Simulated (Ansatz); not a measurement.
# Tl: do energies and stresses tell the same story?

Method: DFT PBE+D3(BJ), scalar-relativistic, plane waves, PAW in Ansatz.

Plane waves to 420 eV, a k mesh through Γ of 14×14×14 on the computed 1-atom cell and Gaussian smearing (0.10 eV); no spin polarisation.

Relaxed cell: Fm-3m, a = 4.897 Å, b = 4.897 Å, c = 4.897 Å, α = 90.00°, β = 90.00°, γ = 90.00°, 1 atom in the primitive cell. This fcc form isn't the element's structure at ambient conditions.

Energies at zero smearing and pressures from the stress tensor, at volumes with shape and atoms relaxed:
```csv
V (Å³/atom),E − E(first) (meV/atom),P (GPa)
25.828,0.00,5.96
26.709,-27.15,4.01
27.589,-44.59,2.41
28.470,-54.05,1.09
29.350,-56.93,0.01
30.231,-54.42,-0.89
31.111,-47.42,-1.62
32.285,-32.48,-2.41
```

Problem. Check P = −dE/dV between neighbouring volumes, and get the bulk modulus from the pressures alone.

Solution. With 1 eV/Å³ = 160.2 GPa:
```tsv
middle V (Å³/atom)	−ΔE/ΔV (GPa)	mean P (GPa)
26.268	4.940	4.984
27.149	3.173	3.211
28.029	1.722	1.753
28.910	0.524	0.552
29.790	-0.458	-0.438
30.671	-1.273	-1.255
31.698	-2.039	-2.017
```

The two differ by 0.04 GPa at most. The mean of two end pressures misses the average over a step by about ΔV² P″/12, up to 0.03 GPa here; with that taken off 0.01 GPa remains. Around V = 29.350 Å³/atom, the two neighbours give B = −V ΔP/ΔV = 29.350 × 1.98 / 1.761 = 33.0 GPa, against B0 = 32.8 GPa from the Birch–Murnaghan fit of the energies.

Spin–orbit coupling is left out, which can shift energies with elements as heavy as these.